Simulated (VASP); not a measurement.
# ZnSe (Stilleite) (F-43m) in VASP: further runs

The runs below take ZnSe (Stilleite) through single point, with PBEsol.

Everything below comes from runs of VASP 6.6.1. Logs are shortened: lines on timing, memory, paths and dates and some standing lists are left out, and cuts for length are marked.

## 1. The undisturbed crystal

The structure is cubic, space group F-43m (No. 216). The conventional cell has a = 5.668 Å, b = 5.668 Å, c = 5.668 Å, α = 90.00°, β = 90.00°, γ = 90.00°. Se (site symmetry -43m) has 4 Zn at 2.45 Å as nearest neighbours. Around Zn (site symmetry -43m) lie 4 Se at 2.45 Å.

## 2. Single point, PBEsol (grid = ENCUT=350 dk=1.6 cell=3x3x2 ISMEAR=0 SIGMA=0.05 LREAL=Auto EDIFF=1e-06)

File INCAR:

```
ALGO = Fast
EDIFF = 1E-6
ENCUT = 350
GGA = PS
ISIF = 2
ISMEAR = 0
LASPH = T
LCHARG = F
LREAL = Auto
LWAVE = F
NBANDS = 174
NELM = 120
PREC = Accurate
SIGMA = 0.05
```

File KPOINTS:

```
k-points
0
Gamma
  1 1 1
```

File POSCAR:

```
ZnSe
1.0
    0.0000000000      8.5014000000      8.5014000000
    8.5014000000      0.0000000000      8.5014000000
    5.6676000000      5.6676000000      0.0000000000
Zn Se
18 18
Direct
    0.2500000000      0.2500000000      0.3750000000
    0.0000000000      0.0000000000      0.0000000000
    0.0000000000      0.0000000000      0.5000000000
    0.0000000000      0.3333333333      0.0000000000
    0.0000000000      0.3333333333      0.5000000000
    0.0000000000      0.6666666667      0.0000000000
    0.0000000000      0.6666666667      0.5000000000
    0.3333333333      0.0000000000      0.0000000000
    0.3333333333      0.0000000000      0.5000000000
    0.3333333333      0.3333333333      0.0000000000
    0.3333333333      0.6666666667      0.0000000000
    0.3333333333      0.6666666667      0.5000000000
    0.6666666667      0.0000000000      0.0000000000
    0.6666666667      0.0000000000      0.5000000000
    0.6666666667      0.3333333333      0.0000000000
    0.6666666667      0.3333333333      0.5000000000
    0.6666666667      0.6666666667      0.0000000000
    0.6666666667      0.6666666667      0.5000000000
    0.2500000000      0.2500000000      0.8750000000
    0.2500000000      0.5833333333      0.3750000000
    0.2500000000      0.5833333333      0.8750000000
    0.2500000000      0.9166666667      0.3750000000
    0.2500000000      0.9166666667      0.8750000000
    0.5833333333      0.2500000000      0.3750000000
    0.5833333333      0.2500000000      0.8750000000
    0.5833333333      0.5833333333      0.3750000000
    0.5833333333      0.5833333333      0.8750000000
    0.5833333333      0.9166666667      0.3750000000
    0.5833333333      0.9166666667      0.8750000000
    0.9166666667      0.2500000000      0.3750000000
    0.9166666667      0.2500000000      0.8750000000
    0.9166666667      0.5833333333      0.3750000000
    0.9166666667      0.5833333333      0.8750000000
    0.9166666667      0.9166666667      0.3750000000
    0.9166666667      0.9166666667      0.8750000000
    0.3333333333      0.3333333333      0.5000000000
```

Potentials or basis: VASP PAW PBE potentials, release 64 (Zn, Se).

The run is started by

```sh
> cat potpaw_PBE.64/Zn/POTCAR potpaw_PBE.64/Se/POTCAR > POTCAR
> mpirun -np 1 vasp_std > vasp.out
```

OUTCAR:

```text
EDIFF = 1E-6
   ENCUT = 350
   GGA = PS
   ISIF = 2
   ISMEAR = 0
   LASPH = T
   LREAL = Auto
   NELM = 120
   PREC = Accurate

 Found      1 irreducible k-points:

 Following reciprocal coordinates:
            Coordinates               Weight
  0.000000  0.000000  0.000000      1.000000
   k-points           NKPTS =      1   k-points in BZ     NKDIM =      1   number of bands    NBANDS=    174
   number of dos      NEDOS =    301   number of ions     NIONS =     36
   total plane-waves  NPLWV = 320000
   dimension x,y,z NGX =    80 NGY =   80 NGZ =   50
   dimension x,y,z NGXF=   160 NGYF=  160 NGZF=  100
   ions per type =              18  18
   NGX,Y,Z   is equivalent  to a cutoff of  11.06, 11.06, 10.37 a.u.
   NGXF,Y,Z  is equivalent  to a cutoff of  22.12, 22.12, 20.74 a.u.
 SYSTEM =  unknown system
   PREC   = accura    normal or accurate (medium, high low for compatibility)
   ISTART =      0    job   : 0-new  1-cont  2-samecut
   ICHARG =      2    charge: 1-file 2-atom 10-const
   ISPIN  =      1    spin polarized calculation?
   LNONCOLLINEAR =      F non collinear calculations
   LSORBIT =      F    spin-orbit coupling
   LASPH  =      T    aspherical Exc in radial PAW
   ENCUT  =  350.0 eV  25.72 Ry    5.07 a.u.  18.34 18.34 12.23*2*pi/ulx,y,z
   NELM   =    120;   NELMIN=  2; NELMDL= -5     # of ELM steps
   EDIFF  = 0.1E-05   stopping-criterion for ELM
   LREAL  =      T    real-space projection
   EDIFFG = 0.1E-04   stopping-criterion for IOM
   NSW    =      0    number of steps for IOM
   IBRION =     -1    ionic relax: 0-MD 1-quasi-New 2-CG
   NFREE  =      0    steps in history (QN), initial steepest desc. (CG)
   ISIF   =      2    stress and relaxation
   ISYM   =      2    0-nonsym 1-usesym 2-fastsym
   POTIM  = 0.5000    time-step for ionic-motion
   TEBEG  =    0.0;   TEEND  =   0.0 temperature during run
   PSTRESS=    0.0 pullay stress
   NELECT =     324.0000    total number of electrons
   NUPDOWN=      -1.0000    fix difference up-down
   EMIN   =  10.00;   EMAX   =-10.00  energy-range for DOS
   EFERMI =   0.00;   METHOD = LEGACY
   ISMEAR =     0;   SIGMA  =   0.05  broadening in eV -4-tet -1-fermi 0-gaus
   EFERMI_NEDOS =   21; number of points for ismear=-14 and -15
   IALGO  =     68    algorithm
   IMIX   =      4    mixing-type and parameters
     AMIX     =   0.40;   BMIX     =  1.00
     AMIX_MAG =   1.60;   BMIX_MAG =  1.00
  volume/ion in A,a.u.               =      22.76       153.57
  Fermi-wavevector in a.u.,A,eV,Ry     =   1.201673  2.270834 19.647073  1.444019
  Thomas-Fermi vector in A             =   2.337476
   LORBIT       =      0    0 simple, 1 ext, 2 COOP (PROOUT), +10 PAW based schemes
   GGA     = PS    functional components
   LHFCALC =     F    Hartree Fock is set to
   AEXX    =    0.0000 exact exchange contribution
   IVDW    =     0    specifies the selected vdW correction
   LEPSILON=     F    determine dielectric tensor
   LRPA    =     F    only Hartree local field effects (RPA)
 non-spin polarized calculation
 RMM-DIIS sequential band-by-band and
 Gauss-broadening in eV      SIGMA  =   0.05
  energy-cutoff  :      350.00
  volume of cell :      819.24
 maximum number of plane-waves:     12087
 NGX is ok and might be reduce to    80
   NGX = 37   NGY = 37   NGZ = 25

 number of electron     323.9999944 magnetization

 Free energy of the ion-electron system (eV)
  ---------------------------------------------------
  ext. energy  EPLUGINS =         0.00000000
  ---------------------------------------------------
  free energy    TOTEN  =      -108.22600503 eV

  energy without entropy =     -108.15622403  energy(sigma->0) =     -108.19111453

 E-fermi :   3.0143     XC(G=0):  -9.5101

 val. band max:        3.0084161018   @ k =   0.0000   0.0000   0.0000
 cond. band min:       3.0415679683   @ k =   0.0000   0.0000   0.0000
 fundamental gap:      0.0331518666
 Fermi energy:         3.0142645484

 k-point     1 :       0.0000    0.0000    0.0000
  band No.  band energies     occupation
      1     -13.1902      2.00000
      2     -11.5235      2.00000
      3     -11.4096      2.00000
      4     -11.3411      2.00000
      5     -11.1051      2.00000
      6     -11.0132      2.00000
[... 166 lines left out ...]
    173       4.9308      0.00000
    174       4.9564      0.00000

------------------------ aborting loop because EDIFF is reached ----------------------------------------

  FORCE on cell =-STRESS in cart. coord.  units (eV):
  Direction    XX          YY          ZZ          XY          YZ          ZX
  --------------------------------------------------------------------------------------
  -------------------------------------------------------------------------------------
  Total       15.9045134     15.9045134      3.7869219     11.4831126      0.5204237      0.5204237
  in kB       31.1043321     31.1043321      7.4060534     22.4574333      1.0177886      1.0177885
  external PRESSURE =      23.2049059 kB  Pullay stress =       0.0000000 kB

 VOLUME and BASIS-vectors are now :
 -----------------------------------------------------------------------------
  energy-cutoff  :      350.00
  volume of cell :      819.24
      direct lattice vectors                 reciprocal lattice vectors
     0.000000000  8.501400000  8.501400000    -0.058813842  0.058813842  0.058813842
     8.501400000  0.000000000  8.501400000     0.058813842 -0.058813842  0.058813842
     5.667600000  5.667600000  0.000000000     0.088220764  0.088220764 -0.088220764

 POSITION                                       TOTAL-FORCE (eV/Angst)
 -----------------------------------------------------------------------------------
      4.25070      4.25070      4.25070        -0.332978     -0.332978      0.055192
      0.00000      0.00000      0.00000         0.059663      0.059663      0.131570
      2.83380      2.83380      0.00000         0.033529      0.033529      0.132558
      2.83380      0.00000      2.83380         0.147852     -0.020859     -0.038856
      5.66760      2.83380      2.83380         0.140444     -0.100028     -0.278076
      5.66760      0.00000      5.66760         0.042489     -0.037046      0.235431
[... 28 lines left out ...]
     12.75210     12.75210     15.58590        -0.037593     -0.037593     -0.205063
      5.66760      5.66760      5.66760        -0.389100     -0.389100      0.757940
 -----------------------------------------------------------------------------------
    total drift:                               -0.002890     -0.002890      0.001083

  FREE ENERGIE OF THE ION-ELECTRON SYSTEM (eV)
  ---------------------------------------------------
  free  energy   TOTEN  =      -108.2260050342 eV

  energy  without entropy=     -108.1562240301  energy(sigma->0) =     -108.19111453
```

Wall time 2.7 min (1 thread of Intel Xeon 6975P-C (Granite Rapids), shared host); peak memory 0.66 GiB.

The run converged, but some of its settings lie outside the range that counts as converged, so its numbers aren't taken as properties of the crystal.

What came out:

```
Free energy            : -108.2260 eV
Pressure               : 2.3 GPa
Largest force          : 2.056 eV/Å
Band gap on the k mesh : 0.03 eV, direct
```

Caveat: the PAW data sets were made with another functional, which shifts forces and pressure a little.

## 3. Single point, PBEsol (grid = ENCUT=350 dk=0.6 cell=3x3x2 ISMEAR=0 SIGMA=0.05 LREAL=Auto EDIFF=1e-06)

INCAR is that of step 2.

File KPOINTS:

```
k-points
0
Gamma
  2 2 2
```

POSCAR is that of step 2.

Potentials or basis: VASP PAW PBE potentials, release 64 (Zn, Se).

The run is started by

```sh
> cat potpaw_PBE.64/Zn/POTCAR potpaw_PBE.64/Se/POTCAR > POTCAR
> mpirun -np 1 vasp_std > vasp.out
```

OUTCAR:

```text
EDIFF = 1E-6
   ENCUT = 350
   GGA = PS
   ISIF = 2
   ISMEAR = 0
   LASPH = T
   LREAL = Auto
   NELM = 120
   PREC = Accurate

 Found      6 irreducible k-points:

 Following reciprocal coordinates:
            Coordinates               Weight
  0.000000  0.000000  0.000000      1.000000
  0.500000  0.000000  0.000000      2.000000
  0.500000  0.500000  0.000000      1.000000
  0.000000  0.000000  0.500000      1.000000
  0.500000  0.000000  0.500000      2.000000
  0.500000  0.500000  0.500000      1.000000
[... 1144 lines left out ...]
  Total        1.6610943      1.6610943      1.1179778     -0.9703807     -2.0189362     -2.0189362
  in kB        3.2485890      3.2485890      2.1864205     -1.8977659     -3.9484176     -3.9484177
  external PRESSURE =       2.8945328 kB  Pullay stress =       0.0000000 kB

 VOLUME and BASIS-vectors are now :
 -----------------------------------------------------------------------------
  energy-cutoff  :      350.00
  volume of cell :      819.24
      direct lattice vectors                 reciprocal lattice vectors
     0.000000000  8.501400000  8.501400000    -0.058813842  0.058813842  0.058813842
     8.501400000  0.000000000  8.501400000     0.058813842 -0.058813842  0.058813842
     5.667600000  5.667600000  0.000000000     0.088220764  0.088220764 -0.088220764

 POSITION                                       TOTAL-FORCE (eV/Angst)
 -----------------------------------------------------------------------------------
      4.25070      4.25070      4.25070         0.152596      0.152596     -0.051904
      0.00000      0.00000      0.00000         0.007801      0.007801      0.012555
      2.83380      2.83380      0.00000        -0.002618     -0.002618      0.025072
      2.83380      0.00000      2.83380         0.036791     -0.019473     -0.119798
      5.66760      2.83380      2.83380        -0.042259      0.016621      0.005199
      5.66760      0.00000      5.66760         0.040874      0.003493      0.011309
[... 28 lines left out ...]
     12.75210     12.75210     15.58590        -0.004599     -0.004599     -0.014769
      5.66760      5.66760      5.66760        -0.769348     -0.769348     -0.464037
 -----------------------------------------------------------------------------------
    total drift:                               -0.002840     -0.002840      0.001216

  FREE ENERGIE OF THE ION-ELECTRON SYSTEM (eV)
  ---------------------------------------------------
  free  energy   TOTEN  =      -115.1719677624 eV

  energy  without entropy=     -115.1603824682  energy(sigma->0) =     -115.16617512
```

It took 12 min on 1 thread of Intel Xeon 6975P-C (Granite Rapids), shared host; peak memory 0.84 GiB.

The run converged, but some of its settings lie outside the range that counts as converged, so its numbers aren't taken as properties of the crystal.

Results:

* Free energy: -115.1720 eV
* Pressure: 0.3 GPa
* Largest force: 2.036 eV/Å
* Band gap on the k mesh: none (metal or under the smearing width)

Caveat: the k mesh is coarse (spacing up to 0.48 Å⁻¹), so the values aren't converged; the PAW data sets were made with another functional, which shifts forces and pressure a little.

## 4. Single point, PBEsol (grid = ENCUT=300 dk=0.45 cell=3x3x2 ISMEAR=0 SIGMA=0.05 LREAL=Auto EDIFF=1e-06)

INCAR: that of step 3 with these lines changed.

```diff
@@ -2,3 +2,3 @@
 EDIFF = 1E-6
-ENCUT = 350
+ENCUT = 300
 GGA = PS
```

File KPOINTS:

```
k-points
0
Gamma
  2 2 3
```

POSCAR is that of step 3.

Potentials or basis: VASP PAW PBE potentials, release 64 (Zn, Se).

The run is started by

```sh
> cat potpaw_PBE.64/Zn/POTCAR potpaw_PBE.64/Se/POTCAR > POTCAR
> mpirun -np 1 vasp_std > vasp.out
```

OUTCAR:

```text
EDIFF = 1E-6
   ENCUT = 300
   GGA = PS
   ISIF = 2
   ISMEAR = 0
   LASPH = T
   LREAL = Auto
   NELM = 120
   PREC = Accurate

 Found      6 irreducible k-points:

 Following reciprocal coordinates:
            Coordinates               Weight
  0.000000  0.000000  0.000000      1.000000
  0.500000  0.000000  0.000000      2.000000
  0.500000  0.500000  0.000000      1.000000
  0.000000  0.000000  0.333333      2.000000
  0.500000  0.000000  0.333333      4.000000
  0.500000  0.500000  0.333333      2.000000
[... 1144 lines left out ...]
  Total        1.9052434      1.9052434      2.0260234     -1.7738143     -2.2009243     -2.2009243
  in kB        3.7260695      3.7260695      3.9622781     -3.4690347     -4.3043304     -4.3043304
  external PRESSURE =       3.8048057 kB  Pullay stress =       0.0000000 kB

 VOLUME and BASIS-vectors are now :
 -----------------------------------------------------------------------------
  energy-cutoff  :      300.00
  volume of cell :      819.24
      direct lattice vectors                 reciprocal lattice vectors
     0.000000000  8.501400000  8.501400000    -0.058813842  0.058813842  0.058813842
     8.501400000  0.000000000  8.501400000     0.058813842 -0.058813842  0.058813842
     5.667600000  5.667600000  0.000000000     0.088220764  0.088220764 -0.088220764

 POSITION                                       TOTAL-FORCE (eV/Angst)
 -----------------------------------------------------------------------------------
      4.25070      4.25070      4.25070         0.082522      0.082522      0.047093
      0.00000      0.00000      0.00000         0.006392      0.006392      0.002453
      2.83380      2.83380      0.00000        -0.002869     -0.002869      0.014841
      2.83380      0.00000      2.83380         0.036279     -0.020907     -0.126542
      5.66760      2.83380      2.83380        -0.031027      0.012831     -0.044863
      5.66760      0.00000      5.66760         0.026202      0.001588      0.020019
[... 28 lines left out ...]
     12.75210     12.75210     15.58590        -0.003093     -0.003093     -0.004079
      5.66760      5.66760      5.66760        -0.815741     -0.815741     -0.492966
 -----------------------------------------------------------------------------------
    total drift:                                0.004796      0.004796     -0.004792

  FREE ENERGIE OF THE ION-ELECTRON SYSTEM (eV)
  ---------------------------------------------------
  free  energy   TOTEN  =      -115.2987548498 eV

  energy  without entropy=     -115.2892115460  energy(sigma->0) =     -115.29398320
```

OSZICAR:

```text
N       E                     dE             d eps       ncg     rms          rms(c)
DAV:   1     0.233879963967E+04    0.23388E+04   -0.10498E+05  2088   0.144E+03
DAV:   2     0.269747336094E+03   -0.20691E+04   -0.20322E+04  2088   0.395E+02
DAV:   3    -0.955105103200E+02   -0.36526E+03   -0.35791E+03  2292   0.148E+02
DAV:   4    -0.119685124556E+03   -0.24175E+02   -0.23995E+02  2248   0.374E+01
DAV:   5    -0.120293840092E+03   -0.60872E+00   -0.60706E+00  2344   0.533E+00    0.213E+01
RMM:   6    -0.115603238892E+03    0.46906E+01   -0.19576E+01  2187   0.140E+01    0.161E+01
RMM:   7    -0.115256051055E+03    0.34719E+00   -0.62451E+00  2247   0.638E+00    0.541E+00
RMM:   8    -0.115355484461E+03   -0.99433E-01   -0.17087E+00  2290   0.289E+00    0.206E+00
RMM:   9    -0.115305172196E+03    0.50312E-01   -0.46113E-01  2218   0.251E+00    0.127E+00
RMM:  10    -0.115297311254E+03    0.78609E-02   -0.10113E-01  2263   0.117E+00    0.254E-01
RMM:  11    -0.115298423572E+03   -0.11123E-02   -0.20196E-02  2323   0.293E-01    0.126E-01
RMM:  12    -0.115298795770E+03   -0.37220E-03   -0.69169E-03  2410   0.268E-01    0.998E-02
RMM:  13    -0.115298735647E+03    0.60124E-04   -0.16140E-03  2326   0.122E-01    0.280E-02
RMM:  14    -0.115298750527E+03   -0.14881E-04   -0.32021E-04  2356   0.371E-02    0.251E-02
RMM:  15    -0.115298753913E+03   -0.33859E-05   -0.81954E-05  2431   0.260E-02    0.732E-03
RMM:  16    -0.115298754538E+03   -0.62526E-06   -0.15474E-05  2238   0.871E-03    0.520E-03
RMM:  17    -0.115298754850E+03   -0.31142E-06   -0.49041E-06  1567   0.591E-03
   1 F= -.11529875E+03 E0= -.11529398E+03  d E =-.954330E-02
```

Run time: 7.7 min. Hardware: 1 thread of Intel Xeon 6975P-C (Granite Rapids), shared host; peak memory 0.65 GiB.

The run converged, but some of its settings lie outside the range that counts as converged, so its numbers aren't taken as properties of the crystal.

What came out:

- Free energy: -115.2988 eV
- Largest force: 1.955 eV/Å
- Band gap on the k mesh: none (metal or under the smearing width)

Caveat: the cutoff is under 1.25 times the usual one of these potentials, so pressure, stress and relaxed cells hold a basis-set (Pulay) error; the PAW data sets were made with another functional, which shifts forces and pressure a little.
